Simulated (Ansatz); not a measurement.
# NiO2: a line through a two-coordinate scan, part 2 of 2

Aim: follow the energy of NiO2 (P-3m1, No. 164; 3 atoms in the cell) along one coordinate, shift of O2 along [0 0 1], with the other held at c/a of the conventional cell at fixed volume = 1.715.

Ansatz 0.2.0; DFT PBEsol, scalar-relativistic, plane waves, PAW. The steps go on from the part before.

**11. Grid point (0.125 Å, 1.715)**

input.yaml reads:

```yaml
crystal:
  lattice:
    - [2.8221285779, 0.0, 0.0]
    - [-1.411064289, 2.4440350412, 0.0]
    - [0.0, 0.0, 4.8391038725]
  atoms:
    - { symbol: Ni, position: [0.0, 0.0, 0.5] }
    - { symbol: O, position: [0.6666666667, 0.3333333333, 0.7127976082] }
    - { symbol: O, position: [0.3333333333, 0.6666666667, 0.2872023918] }
basis:
  ecutwfc: 520.0
kpoints:
  mp_grid: { grid: [12, 12, 6] }
hamiltonian:
  xc: pbesol
scf:
  occupations: { method: gaussian, width: 0.05 }
output:
  forces: true
  stress: true
  eigenvalues: true
```

The run is started by

```bash
> ansatz run input.yaml --threads 1 --pin off --max-ram 2048MiB --backend cpu --events-out ev --progress --plain --runs-dir out
```

Standard output, shortened:

```text
Warning: RAYON_NUM_THREADS=1 ignored (pool sized by the plan → 1); use --threads N
[...]
Pseudopotentials: kind: paw
Pseudopotential: Ni, paw, valence charge 18, recommended cutoff 420 eV (normal), Ni.paw.azcp
Pseudopotential: O, paw, valence charge 6, recommended cutoff 420 eV (normal), O.paw.azcp
Functional definition: PBEsol
[...]
Crystal: 3 atoms, lattice volume = 33.377 Å³
Basis set: ecut = 520 eV, 893 PW (Γ), exchange–correlation on 48×48×72 points (8 copies of the dense FFT grid, shifted against one another)
Bands: 19, of which v1, the nominal top of the filled ones, is band 15 counted from 1 (14 counted from 0)
Symmetry: 12 space group operations
Space group: P-3m1 (ITA 164), of the structure as read, at distance tolerance 3.2e-5 Å
k-points: 100 of 864
[...]
SCF iter   1: F=—  HF=-6923.634154 eV  |F-HF|=—  |Δ(HF+E_count)|=         —  Δρ=1.57e-2  dr2=5.97e-2  ethr=1.77e-3  ⟨swp⟩=6.1  Hψ=8597  notcnv=0
[...]
SCF iter   8: F=-6923.618686 eV  HF=-6923.618686 eV  |F-HF|=2.12e-9  |Δ(HF+E_count)|=   3.95e-9  Δρ=5.45e-6  dr2=4.37e-9  ethr=3.33e-10  ⟨swp⟩=4.1  Hψ=6240  notcnv=0
[...]
SCF converged after 8 iterations
Free energy (F): -6923.618686 eV
[...]
E sigma→0 (E₀):  -6923.618686 eV
Fermi energy:    6.573175 eV
[...]
--- Forces (eV/Å), atoms counted from 1 ---
  atom   1  Ni     0.00000000     0.00000000     0.00000000
  atom   2  O      0.00000000     0.00000000    -1.88321059
  atom   3  O     -0.00000000    -0.00000000     1.88321059
[...]
--- Stress (GPa, compression-positive) ---
      -15.211540      -0.000000      -0.000000
        0.000000     -15.211540       0.000000
        0.000000       0.000000     -18.524931
  P = ⅓ Tr σ = -16.3160 GPa (-163.160 kbar)
--- Band table (eV; the first three rows and the last of 100) ---
  k-point 0: bands = ["-97.5014", "-58.0303", "-58.0303", "-57.8908", "-12.7235", "-10.8029", "0.7046", "1.4181", "1.4181", "4.3017", "4.3017", "5.3357", "5.3357", "5.4621", "5.6540", "8.1312", "8.1312", "13.2516", "16.9048"]
[...]
```

Run time: 4.4 s. Hardware: 1 thread of Intel Xeon Platinum 8375C at 2.90GHz (Ice Lake), shared host; peak memory 0.42 GiB.

On the map this point reads 79 meV/atom.

**12. The run at (0.188 Å, 1.715)**

Changes to input.yaml since step 11:

```diff
@@ -7,4 +7,4 @@
     - { symbol: Ni, position: [0.0, 0.0, 0.5] }
-    - { symbol: O, position: [0.6666666667, 0.3333333333, 0.7127976082] }
-    - { symbol: O, position: [0.3333333333, 0.6666666667, 0.2872023918] }
+    - { symbol: O, position: [0.6666666667, 0.3333333333, 0.7253664501] }
+    - { symbol: O, position: [0.3333333333, 0.6666666667, 0.2746335499] }
 basis:
```

The run is started by

```bash
> ansatz run input.yaml --threads 1 --pin off --max-ram 2048MiB --backend cpu --events-out ev --progress --plain --runs-dir out
```

Standard output, shortened:

```text
[...]
SCF converged after 8 iterations
Free energy (F): -6923.339147 eV
[...]
E sigma→0 (E₀):  -6923.339147 eV
Fermi energy:    6.475255 eV
[...]
--- Forces (eV/Å), atoms counted from 1 ---
  atom   1  Ni    -0.00000000     0.00000000     0.00000000
  atom   2  O      0.00000000     0.00000000    -2.68940680
  atom   3  O     -0.00000000    -0.00000000     2.68940680
[...]
--- Stress (GPa, compression-positive) ---
      -18.698412       0.000000       0.000000
       -0.000000     -18.698412       0.000000
       -0.000000       0.000000     -28.014543
  P = ⅓ Tr σ = -21.8038 GPa (-218.038 kbar)
--- Band table (eV; the first three rows and the last of 100) ---
  k-point 0: bands = ["-97.4370", "-57.9349", "-57.9349", "-57.8850", "-12.4438", "-10.7834", "0.7322", "1.8173", "1.8173", "4.3712", "4.3712", "5.4588", "5.4588", "5.4687", "5.5014", "7.9244", "7.9244", "12.9219", "16.8445"]
[...]
```

Run time: 5.9 s. Hardware: 1 thread of Intel Xeon Platinum 8375C at 2.90GHz (Ice Lake), shared host; peak memory 0.41 GiB.

On the map this point reads 173 meV/atom.

**13. Grid point (0.250 Å, 1.715)**

input.yaml reads:

```yaml
crystal:
  lattice:
    - [2.8221285779, 0.0, 0.0]
    - [-1.411064289, 2.4440350412, 0.0]
    - [0.0, 0.0, 4.8391038725]
  atoms:
    - { symbol: Ni, position: [0.0, 0.0, 0.5] }
    - { symbol: O, position: [0.6666666667, 0.3333333333, 0.737935292] }
    - { symbol: O, position: [0.3333333333, 0.6666666667, 0.262064708] }
basis:
  ecutwfc: 520.0
kpoints:
  mp_grid: { grid: [12, 12, 6] }
hamiltonian:
  xc: pbesol
scf:
  occupations: { method: gaussian, width: 0.05 }
output:
  forces: true
  stress: true
  eigenvalues: true
  write_density: true
  write_potential: true
  elf: true
  volumetric_format: npy
```

The run is started by

```bash
> ansatz run input.yaml --threads 1 --pin off --max-ram 2048MiB --backend cpu --events-out ev --progress --plain --runs-dir out
```

Standard output, shortened:

```text
[...]
SCF converged after 8 iterations
Free energy (F): -6922.970107 eV
[...]
E sigma→0 (E₀):  -6922.970107 eV
Fermi energy:    6.397082 eV
[...]
--- Forces (eV/Å), atoms counted from 1 ---
  atom   1  Ni    -0.00000000     0.00000000     0.00000000
  atom   2  O     -0.00000000     0.00000000    -3.35465424
  atom   3  O     -0.00000000    -0.00000000     3.35465424
[...]
--- Stress (GPa, compression-positive) ---
      -21.110249       0.000000      -0.000000
        0.000000     -21.110249       0.000000
        0.000000       0.000000     -36.897847
  P = ⅓ Tr σ = -26.3728 GPa (-263.728 kbar)
--- Band table (eV; the first three rows and the last of 100) ---
  k-point 0: bands = ["-97.3607", "-57.8608", "-57.8322", "-57.8322", "-12.1924", "-10.7310", "0.7613", "2.1980", "2.1980", "4.4510", "4.4510", "5.3041", "5.5418", "5.5924", "5.5924", "7.7366", "7.7366", "12.5360", "16.8152"]
[...]
```

Run time: 5.8 s. Hardware: 1 thread of Intel Xeon Platinum 8375C at 2.90GHz (Ice Lake), shared host; peak memory 0.42 GiB.

Density in a lattice plane of the grid's cell (edges 2.82 and 4.84 Å, at 0.000 of the third edge), which holds Ni.

Ten even steps from ' ' (0.00 e/Å³) to '@' (55.22 e/Å³):
```
                            
                            
                            
                            
                            
                            
                            
....                      ..
**==..                  ..==
@@**::                  ::**
**==..                  ..==
....                      ..
                            
                            
                            
                            
                            
                            
                            
                            
```
Columns run along the first of these edges and rows up along the second, over one cell in 14 and 20 even steps from the bottom left corner. Atoms in the plane (fractional): Ni at (0.00, 0.50).

ELF in the same plane.

Values, 12 rows by 6 columns:
```
0.01 0.02 0.12 0.21 0.12 0.02
0.03 0.08 0.43 0.62 0.43 0.08
0.09 0.13 0.52 0.69 0.52 0.13
0.26 0.14 0.36 0.56 0.36 0.14
0.50 0.26 0.15 0.24 0.15 0.26
0.71 0.40 0.14 0.11 0.14 0.40
0.50 0.26 0.15 0.24 0.15 0.26
0.26 0.14 0.36 0.56 0.36 0.14
0.09 0.13 0.52 0.69 0.52 0.13
0.03 0.08 0.43 0.62 0.43 0.08
0.01 0.02 0.12 0.21 0.12 0.02
0.00 0.01 0.01 0.02 0.01 0.01
```
Columns run along the first of these edges and rows up along the second, over one cell in 6 and 12 even steps from the bottom left corner. Atoms in the plane (fractional): Ni at (0.00, 0.50).

Both are smooth fields of the valence electrons: close to the nuclei they are not physical.

The highest ELF values outside the cores: 0.87 beside O, off the lines to its neighbours, 0.7 Å from O; 0.83 on the O–Ni line, 0.7 Å from O.

That is 296 meV/atom from the zero.

**14. What came out**

The summary covers parts 1 to 2.

```
shift of O2 along [0 0 1], its symmetry partners moved as symmetry demands (measured in the relaxed cell) (Å)  step  energy (meV/atom)  slope (meV/atom per Å)  pressure (GPa)  band gap on the k-mesh (eV)  largest force on an atom (eV/Å)
                                                                                                       −0.250     3                439                   −3476              39                         0.75                             5.36
                                                                                                       −0.188     4                249                   −2589              27                         0.82                             3.99
                                                                                                       −0.125     5                115                   −1709              16                         0.91                             2.63
                                                                                                       −0.062     7                 35                    −869               6                         0.98                             1.34
                                                                                                        0.000     8                  5                     −92              −2                         0.99                             0.14
                                                                                                        0.062    10                 22                     608             −10                         0.94                             0.94
                                                                                                        0.125    11                 79                    1222             −16                         0.88                             1.88
                                                                                                        0.188    12                173                    1745             −22                         0.79                             2.69
                                                                                                        0.250    13                296                    2176             −26                         0.68                             3.35
```

Energies count from the relaxed crystal. Slopes come from the forces (and the stress, where the cell changes), not from differences of energies.

```tsv
run	outcome
step 6, run with occupations.method fermi_dirac, occupations.width 0.025, chi_scale 0.1 (against step 5)	0.0 meV/atom
step 9, run with occupations.method tetrahedron, width left out (against step 8)	0.0 meV/atom
```

**Reading.** The lowest point of the line is at 0.000 Å, 5 meV/atom from the zero. Energies and slopes round the minimum, fitted together, put the minimum at 0.0078 Å, with a curvature of about 12000 meV/atom per Å². The well is lopsided: two grid steps out, the energy rises by 110 meV/atom towards smaller values and 74 meV/atom towards larger ones. The highest point computed, at −0.250 Å, lies 434 meV/atom above the lowest. This is one cut through a surface in two coordinates; the map's lowest point lies off it. A rigid map gives upper bounds: relaxing the other coordinates can only lower a point.

The gaps are Kohn-Sham values of a semilocal functional, not quasiparticle or optical gaps. Such gaps usually fall short of the measured ones.
